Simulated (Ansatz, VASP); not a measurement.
**Sc: VASP beside Ansatz**

Contents of INCAR:

```
ALGO = Normal
EDIFF = 1E-7
ENCUT = 520
GGA = PE
ISIF = 2
ISMEAR = -1
LASPH = T
LCHARG = F
LREAL = F
LWAVE = F
NBANDS = 18
NELM = 60
PREC = Accurate
SIGMA = 0.05
```

Contents of KPOINTS:

```
k-points
0
Gamma
  9 9 5
```

The input POSCAR:

```
Sc
1.0
    3.2414504337      0.0000000000      0.0000000000
   -1.6207252169      2.8071784207      0.0000000000
    0.0000000000      0.0000000000      5.1656514271
Sc
2
Direct
    0.6666666667      0.3333333333      0.7500000000
    0.3333333333      0.6666666667      0.2500000000
```

File input.yaml:

```yaml
crystal:
  lattice:
    - [3.2414504337, 0.0, 0.0]
    - [-1.6207252169, 2.8071784207, 0.0]
    - [0.0, 0.0, 5.1656514271]
  atoms:
    - { symbol: Sc, position: [0.6666666667, 0.3333333333, 0.75] }
    - { symbol: Sc, position: [0.3333333333, 0.6666666667, 0.25] }
hamiltonian:
  xc: pbe
  pseudopotentials: { kind: paw }
kpoints:
  mp_grid: { grid: [9, 9, 5] }
scf:
  occupations: { method: fermi_dirac, width: 0.05 }
output:
  forces: true
  stress: true
  eigenvalues: true
```

Change from the starting cell: volume scaled by 0.94.

Alike in both runs: task single point; functional PBE; k mesh 9 × 9 × 5; occupations fermi-dirac, width 0.05 eV; no spin polarisation.

|  | VASP | Ansatz |
| --- | --- | --- |
| version | VASP 6.6.1 | Ansatz 0.2.0 |
| potentials or method | VASP PAW PBE potentials, release 64 (Sc_sv) | Ansatz PAW |
| plane-wave cutoff (eV) | 520 | 420 |
| valence electrons in the cell | 22 | 22 |

|  | VASP | Ansatz | Ansatz less VASP |
| --- | --- | --- | --- |
| gap on the k mesh at the Fermi level (eV) | none | none | - |
| pressure (GPa) | 2.9 | 2.9 | -0.04 |
| largest component of the traceless stress (GPa) | 1.22 | 1.22 | +0.004 |

A gap of «none» marks a metal or a gap that the smearing closes.
